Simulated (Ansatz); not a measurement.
# Ag in Ansatz: the effect of functional

Ag:

```
Ag
1.0
     2.93000    0.00000    0.00000
    -1.46500    2.53745    0.00000
     0.00000    0.00000    4.79000
Ag
2
Direct
  0.66667 0.33333 0.75000
  0.33333 0.66667 0.25000
```

This isn't the form of Ag at room conditions, which is fcc.

Alike in all runs:

```yaml
Program: Ansatz 0.2.0
Task: projected density of states
Potentials_or_basis: Ansatz PAW
k_mesh: 6 × 6 × 3
Occupations: fermi-dirac, width 0.05 eV
Spin: no spin polarisation
```

| functional | cutoff | pressure (GPa) |
| --- | --- | --- |
| LDA | 420 eV (not typed: the program's choice for these potentials) | -9.5 |
| PBEsol | 420 eV (not typed: the program's choice for these potentials) | ? |
| r2SCAN | 500 eV (not typed: the program's choice for these potentials) | -1.4 |
| HSE06 | 420 eV (not typed: the program's choice for these potentials) | 1.1 |
| PBE0 | 420 eV (not typed: the program's choice for these potentials) | 1.1 |
| r2SCAN0 | 500 eV (not typed: the program's choice for these potentials) | -0.4 |

Q: What does the run with functional PBEsol give?

A: Pressure -5.1 GPa.

Caveats: all runs use coarse meshes; the PAW data sets come from PBE, with cores solved anew for the run's functional, which leaves a small shift of forces and pressure; the density of states is complete only up to the lowest level of the last band computed; the thresholds are loose for stress (some runs).
